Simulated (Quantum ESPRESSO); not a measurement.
**Rh in Quantum ESPRESSO: convergence with k mesh**

Crystal: Rh.

```
CELL_PARAMETERS angstrom
0.00000 1.89785 1.89785
1.89785 0.00000 1.89785
1.89785 1.89785 0.00000
ATOMIC_POSITIONS crystal
Rh 0.00000 0.00000 0.00000
```

```yaml
Program: Quantum ESPRESSO 7.5
Task: single point
Functional: PBEsol
Potentials_or_basis: PseudoDojo 0.4 FR PBEsol stringent
Cutoff: 1197 eV
Density_cutoff: 4789 eV
k_mesh: 2 × 2 × 2
Occupations: cold, width 0.05 eV
Spin: spin-orbit coupling, no magnetisation
```

These are the settings of the first run; the series varies k mesh, with any setting tied to it.

Hardware: 1 thread of Arm Neoverse V1, with other jobs on the host.

Question: The values tried are 2 × 2 × 2, 4 × 4 × 4, 5 × 5 × 5, 7 × 7 × 7, 9 × 9 × 9, 11 × 11 × 11, 12 × 12 × 12, 14 × 14 × 14, 17 × 17 × 17, loosest first. From which on does the pressure stay within 0.1 GPa of the tightest run that finished?

Answer: From 14 × 14 × 14 on.

```csv
k mesh,"energy less the tightest run, at zero smearing (meV/atom)",pressure (GPa),SCF cycles,CPU time (s),peak memory (GiB)
2 × 2 × 2,3800.06,53.24,17,5.3,0.06
4 × 4 × 4,-426.59,-9.66,8,7.3,0.06
5 × 5 × 5,153.83,0.03,9,9.7,0.06
7 × 7 × 7,-58.10,-4.04,8,17,0.07
9 × 9 × 9,5.04,-2.44,8,30,0.09
11 × 11 × 11,15.01,-2.16,8,47,0.12
12 × 12 × 12,-3.03,-2.74,9,66,0.14
14 × 14 × 14,3.38,-2.55,8,87,0.17
17 × 17 × 17,0.00,-2.60,9,150,0.25
```

Not settled before the last step: the energy (to 1 meV/atom). Meshes of other sizes hit other points, so gaps and Fermi surfaces needn't settle smoothly. The tightest run that finished is the yardstick and may itself not be fully converged.
